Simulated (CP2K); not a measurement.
Runs of CP2K 2026.2 on SnTe. It takes space group Fm-3m (No. 225, cubic). Conventional cell: a = 6.302 Å, b = 6.302 Å, c = 6.302 Å, α = 90.00°, β = 90.00°, γ = 90.00°. Te (site symmetry m-3m) has 6 Sn at 3.15 Å as nearest neighbours. Around Sn (site symmetry m-3m) lie 6 Te at 3.15 Å. 

| level | potentials or basis | smearing | NGRIDS | bands added on the path | CUTOFF of the grids | pressure (GPa) |
| --- | --- | --- | --- | --- | --- | --- |
| r2SCAN | POTENTIAL_UZH Te GTH-SCAN-q6, Sn GTH-SCAN-q4; TZVP-MOLOPT-SCAN-GTH basis | fermi-dirac 0.0259 eV | 4 | 2 | 675 Ry | 0.0 |
| PBE | POTENTIAL_UZH Te GTH-PBE-q6, Sn GTH-PBE-q4; TZVP-MOLOPT-PBE-GTH basis | fermi-dirac 0.05 eV | 5 | 4 | 450 Ry | 3.0 |
| LDA | GTH_POTENTIALS Te GTH-PADE-q6, Sn GTH-PADE-q4; TZVP-MOLOPT-PBE-GTH basis | fermi-dirac 0.0259 eV | 5 | 4 | 450 Ry | (a) |
| PBEsol | POTENTIAL_UZH Te GTH-PBE-q6, Sn GTH-PBE-q4; TZVP-MOLOPT-PBE-GTH basis | fermi-dirac 0.05 eV | 4 | 6 | 450 Ry | 1.8 |

Alike in all rows: task band structure; no spin polarisation; cell as given; k mesh 7 × 7 × 7.

Question: Fill in the values left out.

Answer: (a) -1.3.

Caveats: the basis of atomic orbitals isn't converged, which shifts pressures, moduli and gaps; the potentials were made for another functional, which shifts forces and pressure (some runs).
